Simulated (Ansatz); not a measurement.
## NaH in Ansatz: the effect of functional

The system is NaH.

```
Na H
1.0
     0.00000    2.48786    2.48786
     2.48786    0.00000    2.48786
     2.48786    2.48786    0.00000
Na H
1 1
Direct
  0.00000 0.00000 0.00000
  0.50000 0.50000 0.50000
```

The cell isn't the ideal one: volume scaled by 1.06.

Alike in all runs:

- Program: Ansatz 0.2.0
- Task: single point
- Potentials or basis: Ansatz PAW
- k mesh: 9 × 9 × 9
- Occupations: fermi-dirac, width 0.05 eV
- Spin: no spin polarisation

Question: One run gave: gap on the mesh 3.72 eV; pressure -2.2 GPa. Which functional did it use?
A. r2SCAN
B. LDA
C. PBEsol

Answer: C.

| functional | cutoff | gap on the mesh (eV) | pressure (GPa) |
| --- | --- | --- | --- |
| LDA | 420 eV (not typed: the program's choice for these potentials) | 3.57 | -3.5 |
| PBEsol | 420 eV (not typed: the program's choice for these potentials) | 3.72 | -2.2 |
| r2SCAN | 500 eV (not typed: the program's choice for these potentials) | 4.49 | -2.2 |

Caveats: odd divisions of the mesh miss points on the zone boundary, where band edges often lie, so the gap on the mesh can be too wide; the PAW data sets come from PBE, with cores solved anew for the run's functional, which leaves a small shift of forces and pressure.

A k mesh can miss the band edges.

Runs at the PBE level aren't shown here.
